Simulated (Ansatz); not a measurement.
Ti under changes of volume

One of the cells (16.731 Å³/atom); the others are scaled copies at fixed shape and fractional positions:

```
Ti
1.0
     0.00000    2.03000    2.03000
     2.03000    0.00000    2.03000
     2.03000    2.03000    0.00000
Ti
1
Direct
  0.00000 0.00000 0.00000
```

This isn't the form of Ti at room conditions, which is hcp.

| Item | Value |
| --- | --- |
| Program | Ansatz 0.2.0 |
| Functional | r2SCAN |
| Potentials or basis | Ansatz PAW |
| Cutoff | 500 eV (not typed: the program's choice for these potentials) |
| k mesh | 11 × 11 × 11 |
| Occupations | fermi-dirac, width 0.05 eV |
| Spin | no spin polarisation |

```csv
volume (Å³/atom),energy over the lowest point (meV/atom),pressure (GPa)
15.727,?,?
16.062,35.52,9.6
16.396,18.86,6.8
16.731,7.64,4.2
17.065,1.48,1.9
17.400,0.00,-0.3
17.735,2.90,-2.3
```

Task: What does the run at 15.727 Å³/atom give?

Result: Energy over the lowest point 58.09 meV/atom; pressure 12.6 GPa.

Worked out: A Birch-Murnaghan fit of order 3 (a polynomial in V^(-2/3)) to the other rows has its minimum at 17.34 Å³/atom with B0 = V·E''(V) = 109 GPa and B' = 2.9. It gives 58.10 meV/atom at 15.727 Å³/atom, against the run's 58.09, and -dE/dV = 12.3 GPa, against 12.6.

Energies are extrapolated to zero smearing.

Caveats: the PAW data sets come from PBE, with cores solved anew for the run's functional, which leaves a small shift of forces and pressure.
